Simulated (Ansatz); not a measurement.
Crystal: Ag.

```
Ag
1.0
     0.00000    2.04275    2.04275
     2.04275    0.00000    2.04275
     2.04275    2.04275    0.00000
Ag
1
Cartesian
  0.0000 0.0000 0.0000
```

Program: Ansatz 0.2.0. Alike in all runs: potentials or basis Ansatz PAW; cell as given; smearing fermi-dirac 0.05 eV. Hardware: 2 threads of Arm Neoverse V2 (shared host).

Q: Order these runs on this cell by their wall time, lowest first.
A. task single point; level r2SCAN0; spin SOC, no magnetisation; k mesh 6 × 6 × 6; cutoff (eV) 500; mesh quality coarse
B. task band structure; level PBE; spin SOC, no magnetisation; k mesh 11 × 11 × 11; cutoff (eV) 420; points for each segment of the path 14; mesh quality not flagged
C. task band structure; level r2SCAN; spin off; k mesh 11 × 11 × 11; cutoff (eV) 500; points for each segment of the path 14; mesh quality not flagged
D. task single point; level PBE; spin off; k mesh 11 × 11 × 11; cutoff (eV) 800; mesh quality not flagged
E. task band structure; level r2SCAN; spin SOC, no magnetisation; k mesh 11 × 11 × 11; cutoff (eV) 500; points for each segment of the path 14; mesh quality not flagged

A: D (0.86 s), C (2 s), B (5 s), E (13 s), A (45 s).

Caveats: some runs use coarse meshes.
